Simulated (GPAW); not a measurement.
SnSe2:

```
Sn Se
1.0
     3.81100    0.00000    0.00000
    -1.90550    3.30042    0.00000
     0.00000    0.00000    6.13600
Sn Se
1 2
Direct
  0.00000 0.00000 0.00000
  0.66667 0.33333 0.75100
  0.33333 0.66667 0.24900
```

Base run:

| Quantity | Value |
| --- | --- |
| Program | GPAW 26.7.0 |
| Functional | PBEsol |
| Potentials or basis | PAW data sets generated in the run's folder for this functional |
| Cutoff | 500 eV |
| Basis | pw |
| k mesh | 7 × 7 × 4 |
| Occupations | fermi-dirac, width 0.001 eV |
| Spin | no spin polarisation |

Its results: band gap on the k mesh 0.74 eV, indirect (least direct gap 1.01 eV); electronic dielectric tensor (diagonal) 10.81, 10.81, 8.70.

Problem. The run is repeated on the same cell with these changes: functional from PBEsol to PBE; potentials or basis from PAW data sets generated in the run's folder for this functional to GPAW PAW data sets (gpaw-data 1.2.1). What comes out?

Solution. Band gap on the k mesh 0.82 eV, indirect (least direct gap 1.11 eV); electronic dielectric tensor (diagonal) 10.28, 10.28, 8.14.

Caveats: the long-wavelength limit can be off by a per cent or two; spin-orbit coupling is left out, which moves the levels of the heavy elements.

A k mesh can miss the band edges.
